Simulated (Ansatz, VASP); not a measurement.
**AlNi3: VASP beside Ansatz**

```
Al Ni
1.0
     0.00000    2.83617    2.83617
     2.83617    0.00000    2.83617
     2.83617    2.83617    0.00000
Al Ni
1 3
Direct
  0.50000 0.50000 0.50000
  0.25000 0.25000 0.25000
  0.00000 0.00000 0.00000
  0.75000 0.75000 0.75000
```

Alike in both runs: functional PBE; k mesh 14 × 14 × 14; occupations gaussian, width 0.1 eV; no spin polarisation.

Ansatz relaxed the structure, and its values are those at the end. VASP's run is a single point on that final structure, the one shown.

```csv
,VASP,Ansatz
version,VASP 6.6.1,Ansatz 0.2.0
potentials or method,"VASP PAW PBE potentials, release 64 (Al, Ni)","scalar-relativistic, plane waves, PAW"
plane-wave cutoff (eV),520,420
valence electrons in the cell,33,57
```

```tsv
	VASP	Ansatz	Ansatz less VASP
gap on the k mesh at the Fermi level (eV)	none	none	-
pressure (GPa)	0.0	0.0	+0.03
```

A gap of «none» marks a metal or a gap that the smearing closes. The functional is the same, so the differences come from potentials, cutoffs and numerics. The two sets of potentials don't hold the same shells in valence.

Spin polarisation is off, so any magnetic state and its effect on volume and gap are missing.
